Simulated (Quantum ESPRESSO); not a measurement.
**Co in Quantum ESPRESSO: the effect of strain**

Co:

```
CELL_PARAMETERS angstrom
2.47200 0.00000 0.00000
-1.23600 2.14081 0.00000
0.00000 0.00000 3.86030
ATOMIC_POSITIONS crystal
Co 0.66667 0.33333 0.75000
Co 0.33333 0.66667 0.25000
```

Alike in all runs:

```yaml
Program: Quantum ESPRESSO 7.5
Task: relaxation of the atoms
Functional: PBEsol
Potentials_or_basis: GBRV 1.5 PBEsol
Cutoff: 762 eV
Density_cutoff: 6095 eV
k_mesh: 7 × 7 × 4
Occupations: fermi-dirac, width 0.05 eV
Spin: collinear spin, ferromagnetic start
Starting_moments: "[2.0, 2.0] μB"
Kind_of_strain: uniaxial_z
Mixing_beta: 0.3
Most_SCF_iterations: 120
SCF_threshold: 4e-10 Ry
Most_ionic_steps: 40
Forc_conv_thr: 0.0004 Ry/bohr
```

Each run relaxes the cell or the atoms first.

| strain | pressure (GPa) | moment (μB) |
| --- | --- | --- |
| -0.04 | 4.3 | 3.16 |
| -0.02 | -1.3 | 3.20 |
| -0.01 | -3.6 | 3.22 |
| 0 | -5.8 | 3.25 |
| 0.01 | -7.8 | 3.27 |
| 0.02 | -9.5 | 3.30 |
| 0.04 | ? | ? |

**Question.** What does the run with strain 0.04 give?

**Answer.** Pressure -11.8 GPa; moment 3.45 μB.

Worked out: A parabola through the other rows of the pressure, of slope -114 GPa per unit of strain there, extrapolates to -12.2 GPa, against the run's -11.8. A straight line through the other rows of the moment, of slope 2.33 μB per unit of strain, extrapolates to 3.34 μB, against the run's 3.45. The fit is too stiff a form for this range.

Caveats: all runs use coarse meshes; the relaxation stopped at its first step, so nothing moved.
